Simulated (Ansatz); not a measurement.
# Indium, fcc under r²SCAN: ground state and equation of state

The plan for indium in the fcc structure: relax it, solve it on a dense k-mesh, switch on spin-orbit coupling, then scale the cell to 7 volumes from 88 to 112 % of the relaxed one and try a fit of the equation of state. The k-meshes are 12×12×12 for the relaxation; 19×19×19 for the dense run; 12×12×12 for spin-orbit coupling; 13×13×13 for the volumes.

This is In in the fcc structure; at room conditions it is tetragonal.

Method: DFT r2SCAN, plane waves (500 eV) with PAW, scalar-relativistic; PAW files made under PBE, frozen cores solved again for the functional, in Ansatz 0.2.0.

## 1. Starting point

Symmetry: Fm-3m, No. 225, cubic system. The conventional cell has a = 4.711 Å, b = 4.711 Å, c = 4.711 Å, α = 90.00°, β = 90.00°, γ = 90.00°. In (site symmetry m-3m) has 12 In at 3.33 Å as nearest neighbours.

Coordinates:

```
In
1.0
     0.00000    2.35565    2.35565
     2.35565    0.00000    2.35565
     2.35565    2.35565    0.00000
In
1
Direct
  0.00000 0.00000 0.00000
```

## 2. Relaxation of the cell

Input file input.yaml:

```yaml
crystal:
  lattice:
    - [0.0, 2.3556547913, 2.3556547913]
    - [2.3556547913, 0.0, 2.3556547913]
    - [2.3556547913, 2.3556547913, 0.0]
  atoms:
    - { symbol: In, position: [0.0, 0.0, 0.0] }
hamiltonian:
  xc: r2scan
  pseudopotentials:
    kind: paw
    azcp:
      In: "pseudopotentials/In.paw.azcp"
basis:
  ecutwfc: 500
  fft_grid_basis: typed
kpoints:
  mp_grid: { grid: [12, 12, 12], shift: [0, 0, 0] }
magnetization:
  spin_polarized: false
scf:
  occupations: { method: fermi_dirac, width: 0.1 }
relax:
  max_steps: 60
  f_tol: 0.01
  cell: {}
output:
  write_density: true
  write_potential: true
  elf: true
  volumetric_format: npy
```

Started as:

```
ansatz run input.yaml --threads 1 --pin off --max-ram 3584MiB --backend cpu --events-out ev --progress --plain --runs-dir out
```

After this run come: The energy on a finer k-mesh; With spin-orbit coupling; At 88 % of the relaxed volume; At 92 % of the relaxed volume; At 96 % of the relaxed volume; At 100 % of the relaxed volume; At 104 % of the relaxed volume; At 108 % of the relaxed volume; At 112 % of the relaxed volume.

Before running it: what results should come out? Wanted: space group; conventional cell; volume; shortest distance; gap on the mesh; V₀, B₀, B₀′.

As calculated:

```
                      quantity                         value
space group (spins left aside)               Fm-3m (No. 225)
             conventional cell                   a = 4.715 Å
                        volume                26.213 Å³/atom
             shortest distance                       3.334 Å
               gap on the mesh  none (levels filled in part)
                   V₀, B₀, B₀′   26.288 Å³/atom, 43 GPa, 5.2
```

In words: The relaxation enlarged the cell by 0.3 % in volume. Levels at the Fermi energy are filled in part, as in a metal. The total energy of the spin-orbit run lies +9.6 eV/atom from the scalar one, but the two kinds of run don't share a zero of energy: only differences within one kind count. The fitted modulus is 43 GPa. Relaxation kept the symmetry; phonons were not checked.
